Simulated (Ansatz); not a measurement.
CsSnI₃: the gap against volume

CsSnI₃, Pm-3m, a = 6.224 Å. The structure is a COD entry; whether it is the stable form wasn't checked. Ansatz: r2SCAN, PAW, 500 eV, Γ-centred 6×6×6 mesh on 5 atoms, Gaussian smearing 0.02 eV; no spin polarisation. Symmetry fixes shape and atoms, so the cell is only scaled; x = ln(V/V0) with V0 = 48.230 Å³/atom. The gap is read at the mesh points alone.

| x | gap y (eV) |
| --- | --- |
| -0.0619 | 0.153 |
| -0.0305 | 0.315 |
| 0.0000 | 0.464 |
| 0.0296 | 0.601 |
| 0.0583 | ? |

Fit a straight line to the other rows, give the volume deformation potential of the gap and its pressure coefficient, and predict the missing gap. B0 = 17.5 GPa.

Means x = -0.01570, y = 0.38325; Σ(Δx)² = 0.004652, ΣΔxΔy = 0.02278; the slope is their ratio. y = 0.4601 + 4.897 x. The slope is the deformation potential a = dE_g/d ln V = 4.90 eV, and dE_g/dP = −a/B0 = -280 meV/GPa. At x = 0.0583 the fit asked for gives 0.746 eV. The run gave 0.726 eV, so the fit is 0.020 eV too high, 3.5 % of the span of the series, against an rms of 0.004 eV on the fitted rows. The row lies outside the fitted range. With a term in x² added, a fit to the same known rows predicts 0.726 eV, so most of the miss is curvature that the known rows already hold.

Spin-orbit coupling is left out, which matters for the bands of heavy elements. Semilocal functionals give gaps under the measured ones; changes of the gap mostly carry over better.

Symmetry holds off the tilts and polar distortions that many cubic perovskites undergo.